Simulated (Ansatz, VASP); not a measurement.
# One calculation of NaCl, two programs

```xyz
2
Lattice="3.5022 0.0000 0.0000 0.0000 3.5022 0.0000 0.0000 0.0000 3.5022" Properties=species:S:1:pos:R:3 pbc="T T T"
Na    0.0000    0.0000    0.0000
Cl    1.7511    1.7511    1.7511
```

Measurements of this composition are mostly on another form, of space group No. 225.

Alike in both runs: task single point; functional r2SCAN; k mesh 8 × 8 × 8; occupations gaussian, width 0.05 eV; no spin polarisation.

|  | VASP | Ansatz |
| --- | --- | --- |
| version | VASP 6.6.1 | Ansatz 0.2.0 |
| potentials or method | VASP PAW PBE potentials, release 64 (Na_pv, Cl) | scalar-relativistic, plane waves, PAW |
| plane-wave cutoff (eV) | 520 | 500 |
| valence electrons in the cell | 14 | 16 |

VASP gave:

- gap on the k mesh at the Fermi level (eV): 4.81
- least direct gap on the mesh (eV): 5.32
- pressure (GPa): -1.2

Task: What did Ansatz give for the same quantities?

Result: gap on the k mesh at the Fermi level (eV): 4.78; least direct gap on the mesh (eV): 5.29; pressure (GPa): -1.0.

The two sets of potentials don't hold the same shells in valence.

Caveats: the PAW data sets were made with another functional, which shifts forces and pressure a little (VASP). A k mesh can miss the band edges. r2SCAN opens gaps a little over a GGA but as a rule still falls short of measured ones.
